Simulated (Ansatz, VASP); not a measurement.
# Cross-check of Si32C31 (V_C) between VASP and Ansatz

Aim: how closely do two programs agree when they are given the same cell, functional and k mesh? The cell is taken from a series of runs on this material, whose earlier steps may have relaxed, scaled, displaced or heated it; both programs get it as it stands.

Main program and level: Ansatz 0.2.0; plane waves, with VASP 6.6.1 beside it; single point at r2SCAN.

## Step 1: The structure

The cell holds 63 atoms: 32 Si and 31 C. Its edges and angles: a = 8.713 Å, b = 8.713 Å, c = 8.713 Å, α = 90.0°, β = 90.0°, γ = 90.0°. It derives from SiC (SiC (F-43m)). Nearest the centre at fractional (0.375, 0.375, 0.375): Si11 at 1.80 Å, Si29 at 1.87 Å, Si18 at 1.87 Å, Si8 at 1.87 Å, C53 at 2.97 Å, C34 at 2.97 Å, C37 at 2.98 Å, C49 at 2.98 Å.

As a file:

```
Si C
1.0
     8.71318    0.00000    0.00000
     0.00000    0.00000   -8.71318
     0.00000    8.71318    0.00000
Si C
32 31
Direct
  0.99936 0.00039 0.99932
  0.00151 0.25062 0.25059
  0.24753 0.99586 0.24753
  0.25060 0.25061 0.00150
  0.99740 0.99973 0.50002
  0.00187 0.24952 0.74720
  0.24903 0.00007 0.75129
  0.25728 0.23527 0.48688
  0.00328 0.49928 0.00325
  0.99861 0.74900 0.24938
  0.26521 0.51147 0.26521
  0.24942 0.74900 0.99858
  0.00111 0.49910 0.49873
  0.99937 0.74894 0.75043
  0.25131 0.49963 0.74784
  0.24807 0.75355 0.50265
  0.50003 0.99974 0.99739
  0.48695 0.23532 0.25730
  0.75132 0.00007 0.24902
  0.74725 0.24952 0.00185
  0.50155 0.99639 0.50150
  0.49838 0.25164 0.74698
  0.74998 0.00091 0.74995
  0.74700 0.25162 0.49836
  0.49877 0.49911 0.00107
  0.50269 0.75356 0.24805
  0.74788 0.49962 0.25129
  0.75045 0.74894 0.99935
  0.48829 0.51720 0.48826
  0.50041 0.75019 0.75174
  0.74697 0.50001 0.74694
  0.75178 0.75020 0.50038
  0.12078 0.11836 0.37194
  0.13387 0.37710 0.13384
  0.37196 0.11837 0.12081
  0.12458 0.12630 0.87534
  0.13267 0.37289 0.61601
  0.37626 0.12091 0.62541
  0.37443 0.37469 0.87435
  0.12363 0.62811 0.37776
  0.12271 0.87203 0.12270
  0.37779 0.62812 0.12363
  0.37449 0.87454 0.37447
  0.12489 0.62269 0.87407
  0.12236 0.87692 0.62656
  0.37272 0.63127 0.62836
  0.37495 0.87466 0.87469
  0.62546 0.12092 0.37625
  0.61605 0.37290 0.13264
  0.87538 0.12631 0.12454
  0.87438 0.37469 0.37441
  0.62394 0.12675 0.87310
  0.61595 0.37792 0.61593
  0.87311 0.12674 0.62390
  0.87480 0.37524 0.87478
  0.62840 0.63128 0.37269
  0.62660 0.87693 0.12233
  0.87408 0.62268 0.12487
  0.87472 0.87466 0.37494
  0.62457 0.62319 0.87531
  0.62630 0.87329 0.62627
  0.87534 0.62317 0.62453
  0.87454 0.87474 0.87450
```

## Step 2: VASP: single point, r2SCAN, pair 1

With cell and atoms fixed, the geometry can't cause a difference; cores, projectors, grids and the points listed under the comparison can.

Lines of VASP's logs that name or quote its potential files are left out, and so is its time.

Contents of INCAR:

```
SYSTEM = Si32C31
PREC = Accurate
ENCUT = 580
EDIFF = 1E-06
NELM = 120
ISMEAR = -1
SIGMA = 0.01
LREAL = Auto
ALGO = Normal
METAGGA = R2SCAN
LASPH = .TRUE.
NBANDS = 176
LORBIT = 11
LWAVE = .FALSE.
LCHARG = .FALSE.
ISIF = 2
ISYM = 0
GGA_COMPAT = .FALSE.
EFERMI = MIDGAP
LMIXTAU = .TRUE.
KPAR = 4
```

Contents of POSCAR:

```
Si32C31
1.0
    8.7131849710      0.0000000000      0.0000000000
    0.0000000000      0.0000000000     -8.7131849710
    0.0000000000      8.7131849710      0.0000000000
Si C
32 31
Direct
    0.9993617112      0.0003934627      0.9993237104
    0.0015132812      0.2506153134      0.2505905487
    0.2475284035      0.9958621948      0.2475277592
    0.2505986536      0.2506073113      0.0015004053
    0.9974022268      0.9997278609      0.5000181824
    0.0018708418      0.2495221104      0.7471978309
    0.2490288803      0.0000693686      0.7512882455
    0.2572802306      0.2352667599      0.4868815634
    0.0032846628      0.4992763719      0.0032503189
    0.9986051130      0.7490044844      0.2493848282
    0.2652123998      0.5114705304      0.2652100011
    0.2494174365      0.7489989654      0.9985838203
    0.0011076368      0.4990957189      0.4987305155
    0.9993731101      0.7489449896      0.7504277373
    0.2513148651      0.4996292837      0.7478386032
    0.2480744066      0.7535544605      0.5026505739
    0.5000337653      0.9997428624      0.9973876969
    0.4869511388      0.2353189892      0.2573013406
    0.7513245149      0.0000691041      0.2490246173
    0.7472520840      0.2495159816      0.0018451654
    0.5015506003      0.9963932077      0.5014956255
    0.4983825915      0.2516353958      0.7469765547
    0.7499790311      0.0009139807      0.7499510857
    0.7469962955      0.2516223075      0.4983585742
    0.4987682066      0.4991107653      0.0010702801
    0.5026925616      0.7535643453      0.2480517642
    0.7478752142      0.4996230468      0.2512946602
    0.7504451798      0.7489432868      0.9993528208
    0.4882907427      0.5172002362      0.4882592303
    0.5004144673      0.7501949249      0.7517362206
    0.7469719845      0.5000144017      0.7469380042
    0.7517765781      0.7502010281      0.5003804766
    0.1207797315      0.1183569360      0.3719449936
    0.1338729540      0.3770999403      0.1338391274
    0.3719643813      0.1183700328      0.1208112509
    0.1245783065      0.1263041966      0.8753434135
    0.1326722104      0.3728887424      0.6160076190
    0.3762587417      0.1209088133      0.6254106422
    0.3744270435      0.3746909521      0.8743502713
    0.1236313408      0.6281051397      0.3777632750
    0.1227096979      0.8720320186      0.1226983797
    0.3777899435      0.6281227809      0.1236267375
    0.3744921845      0.8745444646      0.3744735667
    0.1248912661      0.6226858112      0.8740650456
    0.1223606165      0.8769194653      0.6265644846
    0.3727242508      0.6312739586      0.6283645664
    0.3749480023      0.8746638062      0.8746883759
    0.6254625291      0.1209156120      0.3762494289
    0.6160517079      0.3728980579      0.1326409098
    0.8753842856      0.1263113843      0.1245410403
    0.8743807760      0.3746908092      0.3744132290
    0.6239385322      0.1267477930      0.8731026483
    0.6159512358      0.3779165369      0.6159331777
    0.8731094927      0.1267353357      0.6239047594
    0.8748023170      0.3752363193      0.8747772621
    0.6284003266      0.6312788881      0.3726940132
    0.6265957436      0.8769253136      0.1223289097
    0.8740796424      0.6226826112      0.1248739992
    0.8747242179      0.8746613583      0.3749351612
    0.6245676363      0.6231903865      0.8753102202
    0.6263042755      0.8732916862      0.6262675967
    0.8753408640      0.6231697213      0.6245315934
    0.8745365928      0.8747377569      0.8745019703
```

Contents of KPOINTS:

```
Points of the shifted mesh
8
Reciprocal
 0.2500000000  0.2500000000  0.2500000000 1
 0.2500000000  0.2500000000  0.7500000000 1
 0.2500000000  0.7500000000  0.2500000000 1
 0.2500000000  0.7500000000  0.7500000000 1
 0.7500000000  0.2500000000  0.2500000000 1
 0.7500000000  0.2500000000  0.7500000000 1
 0.7500000000  0.7500000000  0.2500000000 1
 0.7500000000  0.7500000000  0.7500000000 1
```

The projector-augmented-wave data sets are Si and C (PBE family, release 64).

The run is started by

```console
> mpirun -np 8 vasp_std
```

Numbers of over 12 decimals in the logs are rounded to 6 here.

The program printed:

```text
[banner, memory and clock lines left out]
running    8 mpi-ranks, on    1 nodes
[...]
|                                                                             |
|           W    W    AA    RRRRR   N    N  II  N    N   GGGG   !!!           |
|           W    W   A  A   R    R  NN   N  II  NN   N  G    G  !!!           |
|           W    W  A    A  R    R  N N  N  II  N N  N  G       !!!           |
|           W WW W  AAAAAA  RRRRR   N  N N  II  N  N N  G  GGG   !            |
|           WW  WW  A    A  R   R   N   NN  II  N   NN  G    G                |
|           W    W  A    A  R    R  N    N  II  N    N   GGGG   !!!           |
|                                                                             |
|     For optimal performance we recommend to set                             |
|       NCORE = 2 up to number-of-cores-per-socket                            |
|     NCORE specifies how many cores store one orbital (NPAR=cpu/NCORE).      |
|     This setting can greatly improve the performance of VASP for DFT.       |
[...]
|               ----> ADVICE to this user running VASP <----                  |
|                                                                             |
|     You enforced a specific xc type in the INCAR file but a different       |
|     [... a line on the potential file left out ...]
|     I HOPE YOU KNOW WHAT YOU ARE DOING!                                     |
|                                                                             |

 LDA part: xc-table for (None), standard interpolation
 POSCAR, INCAR and KPOINTS ok, starting setup
[...]
entering main loop
       N       E                     dE             d eps       ncg     rms          rms(c)
DAV:   1     0.677444513097E+03    0.67744E+03   -0.12636E+05  2816   0.146E+03
DAV:   2    -0.603370654752E+03   -0.12808E+04   -0.12055E+04  3432   0.247E+02
DAV:   3    -0.695798070076E+03   -0.92427E+02   -0.91350E+02  3464   0.611E+01
DAV:   4    -0.697803546144E+03   -0.20055E+01   -0.19964E+01  3392   0.987E+00
[...]
DAV:  21    -0.603524996912E+03   -0.51452E-05   -0.38850E-05  3248   0.162E-02    0.574E-02
DAV:  22    -0.603525008972E+03   -0.12060E-04   -0.41257E-06  2888   0.625E-03    0.340E-02
DAV:  23    -0.603525009437E+03   -0.46453E-06   -0.62955E-06  3048   0.561E-03
   1 F= -.60352501E+03 E0= -.60352501E+03  d E =0.000000E+00
```

From OUTCAR (step 2):

```text
  Total       -9.8543790     -9.8584726      9.1821355     -0.8442273     -1.2936266     -1.3015668
  in kB      -23.8676160    -23.8775310     22.2394211     -2.0447451     -3.1332042     -3.1524357
  external PRESSURE =      -8.5019086 kB  Pullay stress =       0.0000000 kB

 POSITION                                       TOTAL-FORCE (eV/Angst)
 -----------------------------------------------------------------------------------
      8.70762      8.70729     -0.00343        -0.029378     -0.028755      0.039167
      0.01319      2.18344     -2.18366        -0.080933     -0.026240      0.030795
      2.15676      2.15676     -8.67713        -0.046695     -0.049420      0.099480
      2.18351      0.01307     -2.18359        -0.020527     -0.081573      0.030473
      8.69055      4.35675     -8.71081        -0.065427      0.057607      0.056914
      0.01630      6.51047     -2.17413         0.012387     -0.060871     -0.040853
      2.16983      6.54611     -0.00060         0.056327     -0.061278     -0.019013
      2.24173      4.24229     -2.04992         0.289790      0.163813      0.036375
      0.02862      0.02832     -4.35029        -0.068107     -0.065328     -0.086010
      8.70103      2.17294     -6.52621         0.011500      0.082252      0.064620
      2.31084      2.31082     -4.45654        -0.098015     -0.103778     -0.188338
      2.17322      8.70085     -6.52617         0.081516      0.012227      0.062239
      0.00965      4.34553     -4.34871         0.022410     -0.032761      0.017665
      8.70772      6.53862     -6.52570        -0.029986     -0.032514      0.032949
[...]
-----------------------------------------------------------------------------------
    total drift:                                0.001570      0.000402      0.005050

  FREE ENERGIE OF THE ION-ELECTRON SYSTEM (eV)
  ---------------------------------------------------
  free  energy   TOTEN  =      -603.5250094367 eV

  energy  without entropy=     -603.5250094367  energy(sigma->0) =     -603.52500944

[... 1 further part left out ...]
```

The run ends at a pressure of -0.85 GPa, with forces up to 0.33 eV/Å.

## Step 3: Ansatz: single point, r2SCAN, pair 1

Ansatz runs on its PAW soft_1 files.

The same cell, functional, mesh and smearing now go to Ansatz.

Contents of input.yaml:

```yaml
crystal:
  checkpoint: "../q0.relax.run"
  host: checkpoint
basis:
  ecutwfc: 500
  xc_grid: 2
hamiltonian:
  xc: r2scan
  pseudopotentials: { kind: paw, azcp: { folder: soft_1 } }
kpoints:
  mp_grid: { grid: [2, 2, 2], shift: [0.5, 0.5, 0.5] }
scf:
  occupations: { method: fermi_dirac, width: 0.01 }
  max_iter: 80
output:
  forces: true
  eigenvalues: true
  charged_corrections:
    epsilon: 7.06
    static_epsilon: 10.43
    defect_position: [0.375, 0.375, 0.375]
  eigenstates: { localisation: true }
  populations: true
  band_densities: [{ bands: [v1, v1] }, { bands: [c1, c1] }]
  write_density: true
  write_potential: true
  volumetric_format: npy
  elf: true
checkpoint:
  read: "../q0.relax.run"
  write: "../q0.point.run"
  compress: false
  write_wavefunctions: false
  write_every: 100000
```

The run is started by

```console
> ansatz run input.yaml --threads 8 --pin off --max-ram 15073MiB --backend cpu --events-out ev --progress --plain --runs-dir out
```

The program printed:

```text
crystal.checkpoint: the structure is that of <dir>, a `relax` run, at its step 8: its result, under r2scan at a charge of 0 e; 63 atoms read, 0 with a starting moment; crystal.structure_sha256 for this input is
Engine: ansatz 0.2.0, aarch64-unknown-linux-gnu
Pseudopotentials: kind: paw
Pseudopotential: Si, paw, valence charge 4, recommended cutoff 500 eV (meta_gga), soft_1/Si.paw.azcp
Pseudopotential: C, paw, valence charge 4, recommended cutoff 500 eV (meta_gga), soft_1/C.paw.azcp
Functional definition: r2SCAN
  parameter k0 = 0.174
  parameter k1 = 0.065
  parameter a1 = 4.9479
  exchange = r2scan_x(k0 = k0, k1 = k1, a1 = a1)
  correlation = r2scan_c
Crystal: 63 atoms, lattice volume = 661.501 Å³
Basis set: ecut = 500 eV, 16831 PW (Γ), exchange–correlation on 128×128×128 points (8 copies of the dense FFT grid, shifted against one another)
Bands: 189, of which v1, the nominal top of the filled ones, is band 126 counted from 1 (125 counted from 0)
Symmetry: 1 space group operations
Space group: P1 (ITA 1), of the structure as read, at distance tolerance 8.7e-5 Å
k-points: 4 of 8 (time reversal used)
Non-local potential: Si, projectors of the file, l = 0: 2, l = 1: 2, l = 2: 1
Non-local potential: C, projectors of the file, l = 0: 2, l = 1: 2, l = 2: 1
PAW form: soft (Blöchl's): semilocal exchange-correlation on the pseudo side does not see the compensation charge
PAW frozen core: Si, regenerated for the run's functional (the file was generated under x = pbe(κ = 0.804, μ = 0.219515), c = pbe(β = 0.066725))
PAW frozen core: C, regenerated for the run's functional (the file was generated under x = pbe(κ = 0.804, μ = 0.219515), c = pbe(β = 0.066725))
PAW one-centre angular grid: Si, 302 points (default); XC on 160 Gauss nodes
PAW one-centre angular grid: C, 302 points (default); XC on 219 of its mesh's 2255 points in the sphere
Initial density: read from a saved state, or passed on in memory by an earlier SCF of this step, an earlier step, the calling program or the single point that the run made first
Initial wavefunctions: pseudopotential atomic-orbital guess — the wavefunctions supplied were not used: k-point sampling differs
Functional: x = r2scan, c = r2scan; τ floored in thin density (d = 2e-4 eV/Å³)
iter 1 solved again at ethr=2.54e-5 eV; its pass at ethr=3.10e-3 eV (dr2=6.40e-2 eV) is discarded
SCF iter   1: F=—  HF=-28265.889217 eV  |F-HF|=—  |Δ(HF+E_count)|=         —  Δρ=2.85e-3  dr2=6.39e-2  dr2_τ=1.06e-3  ethr=2.54e-5  ⟨swp⟩=9.5  Hψ=5574  notcnv=0  defer=3
preconditioner: auto → Resta (q_TF=auto, 2.323 Å⁻¹)  ε∞=4.3  [insulator: Δε(μ)=1.068 eV  Ē_g=12.585 eV  σ=0.010 eV  W_gap=1.00  n_scr=146 (ndim 8)  ℏωp=22.9 eV  f_vac=0.000  D(μ)=0.00/eV (n_scr^D=0)  ε∞_Penn≈4.3]
SCF iter   2: F=—  HF=-28265.884530 eV  |F-HF|=—  |Δ(HF+E_count)|=   4.69e-3  Δρ=1.54e-3  dr2=1.30e-2  dr2_τ=2.72e-4  ethr=2.53e-5  ⟨swp⟩=6.0  Hψ=1265  notcnv=0  defer=3
SCF iter   3: F=—  HF=-28265.885584 eV  |F-HF|=—  |Δ(HF+E_count)|=   1.05e-3  Δρ=3.90e-4  dr2=7.31e-4  dr2_τ=4.47e-5  ethr=5.18e-6  ⟨swp⟩=3.5  Hψ=1326  notcnv=0  defer=174
SCF iter   4: F=—  HF=-28265.885912 eV  |F-HF|=—  |Δ(HF+E_count)|=   3.28e-4  Δρ=6.17e-5  dr2=2.36e-5  dr2_τ=1.91e-6  ethr=2.90e-7  ⟨swp⟩=2.8  Hψ=1111  notcnv=0  defer=175
SCF iter   5: F=—  HF=-28265.886286 eV  |F-HF|=—  |Δ(HF+E_count)|=   3.74e-4  Δρ=1.53e-5  dr2=1.37e-6  dr2_τ=1.27e-7  ethr=9.36e-9  ⟨swp⟩=2.0  Hψ=948  notcnv=0  defer=175
SCF iter   6: F=-28265.886286 eV  HF=-28265.886286 eV  |F-HF|=3.08e-8  |Δ(HF+E_count)|=   6.30e-7  Δρ=3.41e-6  dr2=9.21e-8  dr2_τ=8.43e-9  ethr=3.97e-11  ⟨swp⟩=19.5  Hψ=6839  notcnv=0
SCF 1 converged in 6 iterations: F = -28265.886286 eV  dr2 = 9.21e-8
  greatest PAW one-centre occupation: 0.664 electrons in one spin orbital (limit 2), on the C atom at site 29 (counted from 0), in its partial waves of l = 0
SCF converged after 6 iterations
Free energy (F): -28265.886286 eV
Harris-Foulkes:  -28265.886286 eV  (|F-HF|=3.08e-8)
Internal energy: -28265.886286 eV  (E = F + TS)
E sigma→0 (E₀):  -28265.886286 eV
Fermi energy:    11.054620 eV
--- Per-component energies (eV) ---
  E_band       = 784.443957
  E_kinetic    = 4179.476718
  E_local      = -3078.822575  (includes V_loc(G=0)·N_el)
  E_nonlocal   = 1384.615433
  E_hartree    = 1058.537154
  E_xc         = -3193.766211
  E_vxc        = -3698.315283  (∫ρ·V_xc dr)
  E_paw        = -19735.024245  (= ΣΔE_a)
  E_vpaw       = -291.410706  (= ΣTr[D̂ρ^β])
  E_aug_tail   = 0.000473  (compensation charges beyond the density's cutoff)
  E_vtau       = 171.824351  (kinetic-family band-sum trace: ∫τ·v_τ [+ j·A + Jᵃ·Aᵃ] dr)
  E_ewald      = -8877.689182
  E_core_change = -3.213850  (= ΣΔE_core)
  E_smearing   = -0.000000  (= −TS)
  E_closure    = -0.000000  (closes the sum)
  Σ components = -28265.886286   (vs F -28265.886286, Δ=0.00e0)
--- Forces (eV/Å), atoms counted from 1 ---
[...]
k-point 1: bands = [... 122 lower, 8.6528, 8.9223, 8.9630, 10.5004, 11.5945, 11.8652, 11.9218, 12.2100, ... 59 higher]
  k-point 2: bands = [... 122 lower, 8.6419, 8.9120, 8.9828, 10.5204, 11.6094, 11.8619, 11.8996, 12.1936, ... 59 higher]
  k-point 3: bands = [... 122 lower, 8.6527, 8.9223, 8.9627, 10.5004, 11.5943, 11.8651, 11.9218, 12.2098, ... 59 higher]
--- Löwdin populations: 63 sites ---
  site symbol       q [e]
     0     Si      2.9476
     1     Si      2.9487
     2     Si      2.9381
     3     Si      2.9487
     4      C      4.9655
     5      C      4.9268
     6      C      4.9653
     7     Si      2.9387
     8     Si      2.9671
     9     Si      2.9461
    10     Si      3.2628
    11      C      4.9682
    12      C      4.9268
    13      C      4.9547
    14      C      4.9715
    15     Si      2.9638
    16     Si      2.9462
    17     Si      3.2632
    18     Si      2.9463
    19      C      4.9579
    20      C      4.9742
    21      C      4.9578
    22      C      4.9731
    23     Si      2.9485
[...]
55     Si      3.2694
    56     Si      2.9395
    57     Si      2.9643
    58     Si      2.9395
    59      C      4.9697
    60      C      4.9766
    61      C      4.9697
    62      C      4.9705
  spilling = 0.010228 (of n_electrons = 252.000000)
--- Band densities, each state counted as filled ---
  window                                       electrons  max residual (eV)  cut levels
  bands: [v1, v1]                               2.000000             1.2e-9           0
  bands: [c1, c1]                               2.000000             2.6e-4           0
```

In the SCF lines HF is the Harris–Foulkes energy and dr2 the Hartree energy of the density residual, in eV; the loop may stop once dr2 is under the threshold and the program's other checks hold. Hψ counts applications of the Hamiltonian.

## Step 4: Differences

Known differences besides the potentials themselves: VASP keeps PBE cores, Ansatz makes them for the functional; the cutoff is 500 eV in Ansatz and 580 eV in VASP (PREC = Accurate, projectors in real space). Total energies have different zeros and are not compared.

Both answers:

```csv
quantity,Ansatz,VASP,difference
gap on the k mesh (eV),1.074,1.078,-0.004
```

Forces on 8 of the 63 atoms, those with the largest forces and the largest differences (eV/Å; atoms numbered as in POSCAR):

```csv
atom,"Ansatz x, y, z","VASP x, y, z"
Si8,"0.295, 0.161, 0.023","0.290, 0.164, 0.036"
Si11,"-0.094, -0.100, -0.175","-0.098, -0.104, -0.188"
Si16,"-0.121, -0.120, 0.017","-0.121, -0.118, 0.016"
Si18,"0.153, 0.287, 0.029","0.156, 0.282, 0.043"
Si22,"-0.102, -0.031, 0.121","-0.106, -0.031, 0.126"
Si26,"-0.124, -0.122, 0.018","-0.121, -0.122, 0.016"
Si29,"-0.025, -0.025, 0.108","-0.017, -0.018, 0.090"
C40,"-0.050, -0.042, -0.156","-0.053, -0.035, -0.156"
```

The forces differ by 3.6 meV/Å r.m.s., which is 5.4 % of the r.m.s. force of 0.067 eV/Å (both taken over all components). A gap on the mesh is an upper bound, since the band edges may lie between its points. VASP's last cycles still show a density residual of 3e-03, so its state may not be settled.

(Part 1 of 2 ends here.)

[Lines on the potential files, build, host, timing and source positions are cut from VASP's logs without a mark.]

[Logs are printed without paths, hosts, clocks, repeated set-up lines and the standing remarks that a program may print on its own settings, such as how far it seeks lower states.]

[Hosts, paths, dates, database ids (printed as entryN), source tags and the programs' standing remarks are cut or masked in the printed files.]
